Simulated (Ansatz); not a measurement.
# Rh(111) with 4 layers of random Rh-Ta, 2x2: scattering by chemical disorder

Aim: the residual resistivity of a random alloy, from Rh(111) with 4 layers of random Rh-Ta, 2x2 and longer regions.

Method: Ansatz plane-wave DFT, PBE, PAW files; ballistic transport by layer matching (Landauer), zero bias; PAW set soft_1, in Ansatz 0.2.0.

This is a report of a sequence of runs, with most program output left out.

## Step 1: The starting structure

The cell holds 40 atoms: 38 Rh and 2 Ta. Its edges and angles: a = 5.378 Å, b = 5.378 Å, c = 22.012 Å, α = 93.5°, β = 86.5°, γ = 120.0°. It derives from Rh. Regions: lead, 24 atoms (24 Rh); scattering region, 16 atoms (14 Rh and 2 Ta). The structure is stacked along c, and the current runs across the ab planes.

## Step 2: With 4 alloy layers

In 4 layers a share of 0.125 of the sites is given to Ta at random. The layers about the cell's end stay perfect and serve as the lead. Energies from -0.05 to 0.05 eV in steps of 0.05 eV are too few for the program's thermal sum, so it prints no conductance; for a metal the transmission near the Fermi level serves, at a fraction of the cost.

Contents of input.yaml:

```yaml
crystal:
  lattice:
    - [5.3783955991, 0.0, 0.0]
    - [-2.6891977995, 4.6578272204, 0.0]
    - [1.3445988998, -0.7763045367, 21.9572080876]
  atoms:
    - { symbol: Rh, position: [0.9916666667, 0.0083333333, 0.05] }
    - { symbol: Rh, position: [0.9916666667, 0.5083333333, 0.05] }
    - { symbol: Rh, position: [0.4916666667, 0.0083333333, 0.05] }
    - { symbol: Rh, position: [0.4916666667, 0.5083333333, 0.05] }
    - { symbol: Rh, position: [0.1416666667, 0.3583333333, 0.15] }
    - { symbol: Rh, position: [0.1416666667, 0.8583333333, 0.15] }
    - { symbol: Rh, position: [0.6416666667, 0.3583333333, 0.15] }
    - { symbol: Rh, position: [0.6416666667, 0.8583333333, 0.15] }
[... 28 atom lines left out ...]
    - { symbol: Rh, position: [0.8416666667, 0.1583333333, 0.95] }
    - { symbol: Rh, position: [0.8416666667, 0.6583333333, 0.95] }
    - { symbol: Rh, position: [0.3416666667, 0.1583333333, 0.95] }
    - { symbol: Rh, position: [0.3416666667, 0.6583333333, 0.95] }
kpoints:
  mp_grid: { grid: [5, 5, 1] }
hamiltonian:
  xc: pbe
  pseudopotentials: { kind: paw, azcp: { folder: soft_1 } }
scf:
  occupations: { method: fermi_dirac, width: 0.1 }
output:
  transmission:
    leads: [[0, 4]]
    kmesh: [10, 10]
    e_range: [-0.05, 0.05]
    de: 0.05
  write_potential: true
  write_density: true
  volumetric_format: npy
```

Launch:

```bash
$ ansatz run input.yaml --threads 4 --pin off --max-ram 15360MiB --backend cpu --events-out ev --progress --plain --runs-dir out
```

Wall time 2.8 min (4 threads of Intel Xeon Platinum 8488C (Sapphire Rapids), shared host); peak memory 4.4 GiB; 10 min of CPU time.

Numbers from this step:

```yaml
free_energy: -263181.2834 eV
energy_at_zero_smearing: -263180.4679 eV
fermi_energy: 22.59 eV
cell_area: 25.05 Å²
transmission_per_spin_nearest_the_fermi_level: 3.597
open_channels_per_spin_nearest_the_fermi_level: 7.2
step_of_the_lead_s_potential: 5.7 meV
```

Per spin. Transmission, zone mean against energy, zero at the Fermi level:

```csv
energy (eV),"transmission, zone mean"
-0.0500,3.51
0.0000,3.60
0.0500,3.67
```

Per spin. The open channels, zone mean, lead by energy, zero at the Fermi level:

```
energy (eV)  open channels, zone mean, lead
    -0.0500                            6.72
     0.0000                             7.2
     0.0500                            7.08
```

Transmission over k1 and k2. At 0.0000 eV from the Fermi level.

Ten even steps from '_' (2.38) to '@' (7.74):
```
______::........--__
____..::::::__..----
::::::..==----::....
....::==++**++--__..
__..::--**@@**--::..
....__--++**++==::..
::....::----==..::::
__----..__::::::..__
____--........::____
______::..__..::____
```
Columns: k1 (b1) from -0.5 to 0.4; rows upwards: k2 (b2) from -0.5 to 0.4.

Open channels over k1 and k2. At 0.0000 eV from the Fermi level.

Values, 10 rows by 10 columns:
```
 6.0  6.0  6.0 10.0  6.0  6.0  6.0  6.0 10.0  6.0
 7.0  6.0  7.0  8.0  8.0  7.0  6.0  7.0 10.0 10.0
 7.0 10.0  8.0  6.0  7.0  6.0  8.0 10.0  7.0  6.0
 6.0  6.0  8.0  7.0  9.0  9.0  7.0  8.0  6.0  6.0
 6.0  6.0  7.0  6.0  9.0 12.0  9.0  6.0  7.0  6.0
 6.0  6.0  6.0  8.0  7.0  9.0  9.0  7.0  8.0  6.0
 7.0  6.0  7.0 10.0  8.0  6.0  7.0  6.0  8.0 10.0
 7.0 10.0 10.0  7.0  6.0  7.0  8.0  8.0  7.0  6.0
 6.0  6.0 10.0  6.0  6.0  6.0  6.0 10.0  6.0  6.0
 6.0  6.0  7.0  7.0  6.0  6.0  6.0  7.0  7.0  6.0
```
Columns: k1 (b1) from -0.5 to 0.4; rows upwards: k2 (b2) from -0.5 to 0.4.

Over the solved energies the transmission per spin lies between 3.51 and 3.67, out of 7 channels of the lead on average (up to 7.2).

## Step 3: With 8 alloy layers

In 8 layers a share of 0.125 of the sites is given to Ta at random. A fresh draw is used; the growth of the resistance with length is what counts.

System of this step: Rh(111) with 8 layers of random Rh-Ta, 2x2. The cell holds 56 atoms: 52 Rh and 4 Ta. Its edges and angles: a = 5.378 Å, b = 5.378 Å, c = 30.779 Å, α = 87.5°, β = 92.5°, γ = 120.0°. It derives from Rh. Regions: lead, 24 atoms (24 Rh); scattering region, 32 atoms (28 Rh and 4 Ta). The structure is stacked along c, and the current runs across the ab planes.

Contents of input.yaml:

```yaml
crystal:
  lattice:
    - [5.3783955991, 0.0, 0.0]
    - [-2.6891977995, 4.6578272204, 0.0]
    - [-1.3445988998, 0.7763045367, 30.7400913226]
  atoms:
    - { symbol: Rh, position: [0.005952381, 0.994047619, 0.0357142857] }
    - { symbol: Rh, position: [0.005952381, 0.494047619, 0.0357142857] }
    - { symbol: Rh, position: [0.505952381, 0.994047619, 0.0357142857] }
    - { symbol: Rh, position: [0.505952381, 0.494047619, 0.0357142857] }
    - { symbol: Rh, position: [0.1845238095, 0.3154761905, 0.1071428571] }
    - { symbol: Rh, position: [0.1845238095, 0.8154761905, 0.1071428571] }
    - { symbol: Rh, position: [0.6845238095, 0.3154761905, 0.1071428571] }
    - { symbol: Rh, position: [0.6845238095, 0.8154761905, 0.1071428571] }
[... 44 atom lines left out ...]
    - { symbol: Rh, position: [0.3273809524, 0.1726190476, 0.9642857143] }
    - { symbol: Rh, position: [0.3273809524, 0.6726190476, 0.9642857143] }
    - { symbol: Rh, position: [0.8273809524, 0.1726190476, 0.9642857143] }
    - { symbol: Rh, position: [0.8273809524, 0.6726190476, 0.9642857143] }
kpoints:
  mp_grid: { grid: [5, 5, 1] }
hamiltonian:
  xc: pbe
  pseudopotentials: { kind: paw, azcp: { folder: soft_1 } }
scf:
  occupations: { method: fermi_dirac, width: 0.1 }
output:
  transmission:
    leads: [[0, 4]]
    kmesh: [10, 10]
    e_range: [-0.05, 0.05]
    de: 0.05
  write_potential: true
  write_density: true
  volumetric_format: npy
```

Elapsed: 6.3 min, on 4 threads; peak memory 7.9 GiB.

This step gave:

| Quantity | Value |
| --- | --- |
| free energy | -372693.7661 eV |
| energy at zero smearing | -372692.7019 eV |
| Fermi energy | 22.70 eV |
| transmission per spin nearest the Fermi level | 3.069 |
| open channels per spin nearest the Fermi level | 7.08 |
| step of the lead's potential | 41 meV |

Per spin. Transmission, zone mean against energy, zero at the Fermi level:

```csv
energy (eV),"transmission, zone mean"
-0.0500,2.98
0.0000,3.07
0.0500,3.09
```

Over the solved energies the transmission per spin lies between 2.98 and 3.09, out of 6.96 channels of the lead on average (up to 7.08). The log calls the step of a lead's potential too much.

## Step 4: With 12 alloy layers

In 12 layers a share of 0.125 of the sites is given to Ta at random. A fresh draw is used; the growth of the resistance with length is what counts.

System of this step: Rh(111) with 12 layers of random Rh-Ta, 2x2. The cell holds 72 atoms: 66 Rh and 6 Ta. Cell: a = 5.378 Å, b = 5.378 Å, c = 39.523 Å, α = 90.0°, β = 90.0°, γ = 120.0°. It derives from Rh. Regions: lead, 24 atoms (24 Rh); scattering region, 48 atoms (42 Rh and 6 Ta). The structure is stacked along c, and the current runs across the ab planes.

Contents of input.yaml:

```yaml
crystal:
  lattice:
    - [5.3783955991, 0.0, 0.0]
    - [-2.6891977995, 4.6578272204, 0.0]
    - [0.0, 0.0, 39.5229745576]
  atoms:
    - { symbol: Rh, position: [0.0, 0.0, 0.0277777778] }
    - { symbol: Rh, position: [0.0, 0.5, 0.0277777778] }
    - { symbol: Rh, position: [0.5, 0.0, 0.0277777778] }
    - { symbol: Rh, position: [0.5, 0.5, 0.0277777778] }
    - { symbol: Rh, position: [0.1666666667, 0.3333333333, 0.0833333333] }
    - { symbol: Rh, position: [0.1666666667, 0.8333333333, 0.0833333333] }
    - { symbol: Rh, position: [0.6666666667, 0.3333333333, 0.0833333333] }
    - { symbol: Rh, position: [0.6666666667, 0.8333333333, 0.0833333333] }
[... 60 atom lines left out ...]
    - { symbol: Rh, position: [0.3333333333, 0.1666666667, 0.9722222222] }
    - { symbol: Rh, position: [0.3333333333, 0.6666666667, 0.9722222222] }
    - { symbol: Rh, position: [0.8333333333, 0.1666666667, 0.9722222222] }
    - { symbol: Rh, position: [0.8333333333, 0.6666666667, 0.9722222222] }
kpoints:
  mp_grid: { grid: [5, 5, 1] }
hamiltonian:
  xc: pbe
  pseudopotentials: { kind: paw, azcp: { folder: soft_1 } }
scf:
  occupations: { method: fermi_dirac, width: 0.1 }
output:
  transmission:
    leads: [[0, 4]]
    kmesh: [10, 10]
    e_range: [-0.05, 0.05]
    de: 0.05
  write_potential: true
  write_density: true
  volumetric_format: npy
```

The job ended after 15 min (4 threads; peak memory 9.6 GiB; 55 min of CPU time).

Numbers from this step:

| Quantity | Value |
| --- | --- |
| free energy | -482203.6429 eV |
| energy at zero smearing | -482202.2903 eV |
| Fermi energy | 22.73 eV |
| transmission per spin nearest the Fermi level | 2.010 |
| open channels per spin nearest the Fermi level | 7.2 |
| step of the lead's potential | 4.4 meV |

Per spin. Transmission, zone mean against energy, zero at the Fermi level:

```csv
energy (eV),"transmission, zone mean"
-0.0500,1.96
0.0000,2.01
0.0500,2.05
```

Over the solved energies the transmission per spin lies between 1.96 and 2.05, out of 7 channels of the lead on average (up to 7.2).

## Step 5: The fit

This step: Ansatz plane-wave DFT, PBE, PAW files; ballistic transport by layer matching (Landauer), zero bias; residual resistivity from the slope of the area resistance, atoms on the host's lattice; PAW set soft_1 (Ansatz 0.2.0).

This step gave:

| Property | Result |
| --- | --- |
| resistivity | 40.60 µΩ cm |
| intercept | 0.01558 fΩ m² |
| scatter about the fit | 0.09322 fΩ m² |

Resistance, by row:

```
run  length (Å)      T  channels N  RA (fΩ m²)
 n4       8.783  3.593           7      0.4381
 n8       17.57  3.046        6.96      0.5969
n12       26.35  2.004           7       1.151
```

The area resistance by length of the alloy:

| length of the alloy (Å) | area resistance (fΩ m²) |
| --- | --- |
| 8.78 | 0.438 |
| 17.57 | 0.597 |
| 26.35 | 1.15 |

The area resistance goes from 0.44 to 1.2 fΩ m² between 8.8 and 26.3 Å, a slope of 41 µΩ cm.

By hand from the end points: (1.151 − 0.4381) fΩ m² / (26.35 − 8.78) Å = 41 µΩ cm, since 1 fΩ m² per Å is 1000 µΩ cm.

## Step 6: Results

| Quantity | Value |
| --- | --- |
| resistivity from the slope | 40.6 µΩ cm |
| area resistance over 8.78 Å | 0.438 fΩ m² |
| area resistance over 17.6 Å | 0.597 fΩ m² |
| area resistance over 26.3 Å | 1.15 fΩ m² |

The slope gives 41 µΩ cm. The points scatter by 0.093 fΩ m² about the line, with one random draw a length in a 2x2 cell, so the slope is a rough value. Read with a model of isotropic scattering on a spherical Fermi surface and the lead's 2.2×10¹⁵ S/m², this slope means a mean free path near 8.6 Å; over these lengths the model's slope is within 3 % of its bulk resistivity. The draw over the shortest length came out nearly ordered, with 8 symmetry operations, so that point is a poor sample of a random alloy. The atoms sit on the host's lattice, so scattering by size misfit is left out. Spin-orbit coupling is left out, which matters for Ta. A lead's potential steps by up to 41 meV from period to period, which the log calls too much, so longer leads could move the result.

[Logs are printed without paths, hosts, clocks, repeated set-up lines and the standing remarks that a program may print on its own settings, such as how far it seeks lower states.]

[Hosts, paths, dates, database ids (printed as entryN), source tags and the programs' standing remarks are cut or masked in the printed files.]
